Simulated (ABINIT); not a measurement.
Runs of ABINIT 10.8.3 (patched build) on InSe. The structure is hexagonal, space group P6_3/mmc (No. 194). Conventional cell: a = 4.050 Å, b = 4.050 Å, c = 16.930 Å, α = 90.00°, β = 90.00°, γ = 120.00°. Around In (site symmetry 3m) lie 3 Se at 2.52 Å. Se (site symmetry 3m) is surrounded by 3 In at 2.52 Å. 

```tsv
task	level	potentials or basis	k mesh	cutoff (eV)	fine-grid cutoff	gap on the mesh (eV)	pressure (GPa)	largest force (eV/Å)
band structure	PBEsol	JTH PAW PBE v2.0	8 × 8 × 2	599	1197.3 eV	none	(b)	2.74
band structure	LDA	JTH PAW LDA v2.0 sp	8 × 8 × 2	408	816.342 eV	none	5.2	2.98
single point	LDA	JTH PAW LDA v2.0	6 × 6 × 2	463	925.187 eV	none	-	2.61
band structure	PBE	JTH PAW PBE v2.0	8 × 8 × 2	599	1197.3 eV	none	7.6	(a)
single point	PBE	JTH PAW PBE v2.0	6 × 6 × 2	599	1197.3 eV	none	7.6	2.87
```

Alike in all rows: no spin polarisation; cell as given; smearing fermi-dirac 0.05 eV.

Problem. Fill in the values left out.

Solution. (a) 2.88; (b) 5.1.

Caveats: forces of over 1 eV/Å show positions far from the minimum, so gaps and moduli don't describe the material at rest (some runs); this functional lacks dispersion, which binds the layers, so the pressure and a relaxed spacing across them are unreliable (some runs); the PAW data sets were made with another functional, which shifts forces and pressure a little (some runs); this set keeps more shells in the core, which shifts pressures and gaps (some runs).

A k mesh can miss the band edges, and the runs leave out spin-orbit coupling on In, Se.

A gap of «none» marks a metal or a gap under the smearing width.

Not every run made on this cell is shown here.
